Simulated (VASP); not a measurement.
# SnSe: how numerical settings change the zone-centre modes

Aim: test the modes of SnSe against the numerical settings. The starting structure is a cell with measured lattice constants from the literature and the atomic positions of a computed structure of the Materials Project.

Program: VASP 6.6.1. Level of theory: Kohn-Sham DFT with plane waves and PAW; LDA. Results are calculated unless marked as measured.

**1. The structure**

Symmetry: Pnma, No. 62, orthorhombic system. The conventional cell has a = 11.502 Å, b = 4.154 Å, c = 4.444 Å, α = 90.00°, β = 90.00°, γ = 90.00°. Nearest to Sn lie 3 Se at 2.71 to 2.72 Å. Nearest to Se lie 3 Sn at 2.71 to 2.72 Å. Farther neighbours and most contacts between anions are not listed.

Structure file:

```xyz
8
Lattice="11.5022 0.0000 0.0000 0.0000 4.1540 0.0000 0.0000 0.0000 4.4445" Properties=species:S:1:pos:R:3 pbc="T T T"
Sn    1.3663    3.1155    0.5487
Sn    4.3848    1.0385    2.7709
Sn   10.1359    1.0385    3.8958
Sn    7.1174    3.1155    1.6736
Se    9.7935    3.1155    2.1814
Se    4.0424    3.1155    0.0408
Se    7.4598    1.0385    4.4037
Se    1.7087    1.0385    2.2631
```

**2. Reference modes**

The cell comes from a relaxation at this level, not shown (202.03 Å³).

File INCAR:

```
SYSTEM = SnSe
PREC = Accurate
ENCUT = 450
EDIFF = 1E-08
NELM = 100
ISMEAR = 0
SIGMA = 0.03
LREAL = .FALSE.
ALGO = Normal
GGA = CA
NBANDS = 49
LORBIT = 11
LWAVE = .FALSE.
LCHARG = .FALSE.
KPAR = 8
IBRION = 6
NFREE = 2
POTIM = 0.015
NSW = 1
ISIF = 2
```

File POSCAR:

```
SnSe
1.0
   11.3661067111      0.0000000000      0.0000000000
    0.0000000000      4.1217227180      0.0000000000
    0.0000000000      0.0000000000      4.3124459782
Sn Se
4 4
Direct
    0.1177216440      0.7500000000      0.0922680664
    0.3822783560      0.2500000000      0.5922680664
    0.8822783560      0.2500000000      0.9077319336
    0.6177216440      0.7500000000      0.4077319336
    0.8572103145      0.7500000000      0.4776805689
    0.3572103145      0.7500000000      0.0223194311
    0.6427896855      0.2500000000      0.9776805689
    0.1427896855      0.2500000000      0.5223194311
```

File KPOINTS:

```
Automatic mesh
0
Gamma
2 6 6
0 0 0
```

Potentials, in the order of the species: Sn_d and Se (LDA family, release 64).

The run is started by

```
> mpirun -np 8 vasp_std
```

The log of the run:

```text
[banner, memory and clock lines left out]
running    8 mpi-ranks, on    1 nodes
 distrk:  each k-point on    1 cores,    8 groups
 distr:  one band on    1 cores,    1 groups

 POSCAR found type information on POSCAR SnSe
 POSCAR found :  2 types and       8 ions
|                                                                             |
|           W    W    AA    RRRRR   N    N  II  N    N   GGGG   !!!           |
|           W    W   A  A   R    R  NN   N  II  NN   N  G    G  !!!           |
|           W    W  A    A  R    R  N N  N  II  N N  N  G       !!!           |
|           W WW W  AAAAAA  RRRRR   N  N N  II  N  N N  G  GGG   !            |
|           WW  WW  A    A  R   R   N   NN  II  N   NN  G    G                |
|           W    W  A    A  R    R  N    N  II  N    N   GGGG   !!!           |
|                                                                             |
|     For optimal performance we recommend to set                             |
|       NCORE = 2 up to number-of-cores-per-socket                            |
|     NCORE specifies how many cores store one orbital (NPAR=cpu/NCORE).      |
|     This setting can greatly improve the performance of VASP for DFT.       |
|     The default, NCORE=1 might be grossly inefficient on modern             |
|     multi-core architectures or massively parallel machines. Do your        |
|     Unfortunately you need to use the default for GW and RPA                |
|     calculations (for HF NCORE is supported but not extensively tested      |
|     yet).                                                                   |
|                                                                             |

 LDA part: xc-table for (Slater(with rela. corr.)+CA(PZ))
 , standard interpolation
 POSCAR, INCAR and KPOINTS ok, starting setup
 FFT: planning ... GRIDC
 FFT: planning ... GRID_SOFT
 FFT: planning ... GRID
 WAVECAR not read
 entering main loop
       N       E                     dE             d eps       ncg     rms          rms(c)
DAV:   1     0.844953692044E+03    0.84495E+03   -0.34218E+04  3338   0.197E+03
DAV:   2     0.109086782818E+03   -0.73587E+03   -0.71386E+03  3152   0.577E+02
DAV:   3    -0.289654113803E+02   -0.13805E+03   -0.13150E+03  3711   0.201E+02
DAV:   4    -0.383877787354E+02   -0.94224E+01   -0.92663E+01  3737   0.535E+01
DAV:   5    -0.387078616250E+02   -0.32008E+00   -0.31941E+00  3739   0.105E+01    0.700E+00
DAV:   6    -0.380224213716E+02    0.68544E+00   -0.12083E+00  4327   0.573E+00    0.434E+00
DAV:   7    -0.379873144959E+02    0.35107E-01   -0.52065E-01  4241   0.264E+00    0.134E+00
DAV:   8    -0.379767545969E+02    0.10560E-01   -0.66667E-02  4145   0.159E+00    0.326E-01
DAV:   9    -0.379763752911E+02    0.37931E-03   -0.74510E-03  3863   0.534E-01    0.878E-02
DAV:  10    -0.379763443588E+02    0.30932E-04   -0.62488E-04  4523   0.142E-01    0.456E-02
DAV:  11    -0.379763577628E+02   -0.13404E-04   -0.17781E-04  4027   0.661E-02    0.174E-02
DAV:  12    -0.379763473318E+02    0.10431E-04   -0.38431E-05  4079   0.321E-02    0.559E-03
DAV:  13    -0.379763477419E+02   -0.41014E-06   -0.40705E-06  3846   0.816E-03    0.121E-03
DAV:  14    -0.379763477446E+02   -0.26812E-08   -0.16110E-07  3872   0.223E-03    0.723E-04
DAV:  15    -0.379763477411E+02    0.34925E-08   -0.20014E-08  2521   0.825E-04
   1 F= -.37976348E+02 E0= -.37976348E+02  d E =-.265970E-15
[... from here on, the cycles between the ionic steps are left out ...]
   2 F= -.37975819E+02 E0= -.37975819E+02  d E =-.138183E-17
   3 F= -.37975795E+02 E0= -.37975795E+02  d E =-.887208E-14
   4 F= -.37976129E+02 E0= -.37976129E+02  d E =-.244507E-15
   5 F= -.37976129E+02 E0= -.37976129E+02  d E =-.251849E-15
   6 F= -.37976024E+02 E0= -.37976024E+02  d E =-.270793E-16
   7 F= -.37976068E+02 E0= -.37976068E+02  d E =-.197660E-14
   8 F= -.37975818E+02 E0= -.37975818E+02  d E =-.672476E-18
   9 F= -.37975812E+02 E0= -.37975812E+02  d E =-.123633E-10
  10 F= -.37976016E+02 E0= -.37976016E+02  d E =-.273656E-15
  11 F= -.37976016E+02 E0= -.37976016E+02  d E =-.232326E-15
  12 F= -.37975920E+02 E0= -.37975920E+02  d E =-.214173E-15
 Finite differences progress:
  Degree of freedom:   6/  6
  Displacement:        1/  2
  Total:              11/ 12
 bond charge predicted
       N       E                     dE             d eps       ncg     rms          rms(c)
DAV:   1    -0.379732859360E+02    0.26344E-02   -0.75321E-01  3225   0.213E+00    0.247E-01
DAV:   2    -0.379759940811E+02   -0.27081E-02   -0.29765E-02  4129   0.678E-01    0.663E-02
DAV:   3    -0.379759730380E+02    0.21043E-04   -0.76254E-04  4276   0.152E-01    0.502E-02
DAV:   4    -0.379759334745E+02    0.39563E-04   -0.13915E-04  3940   0.553E-02    0.163E-02
DAV:   5    -0.379759361746E+02   -0.27001E-05   -0.32630E-05  3418   0.296E-02    0.634E-03
DAV:   6    -0.379759360304E+02    0.14427E-06   -0.14268E-06  4382   0.110E-02    0.408E-03
DAV:   7    -0.379759358416E+02    0.18880E-06   -0.54980E-07  3862   0.449E-03    0.167E-03
DAV:   8    -0.379759358511E+02   -0.95315E-08   -0.17581E-07  3104   0.170E-03    0.428E-04
DAV:   9    -0.379759358506E+02    0.48385E-09   -0.13392E-08  2079   0.836E-04
  13 F= -.37975936E+02 E0= -.37975936E+02  d E =-.268361E-15
 Finite differences progress:
  Degree of freedom:   6/  6
  Displacement:        2/  2
  Total:              12/ 12
```

Run time: 5.1 min. Hardware: 8 MPI ranks of Intel Xeon 6975P-C (Granite Rapids), shared host; peak memory 4.5 GiB.

The logs omit lines about the potential files and the build; timing stands in the text.

(Continued in part 2 of 3.)

[Lines on the potential files, build, host, timing and source positions are cut from VASP's logs without a mark.]

[Logs are printed without paths, hosts, clocks, repeated set-up lines and the standing remarks that a program may print on its own settings, such as how far it seeks lower states.]

[Hosts, paths, dates, database ids (printed as entryN), source tags and the programs' standing remarks are cut or masked in the printed files.]
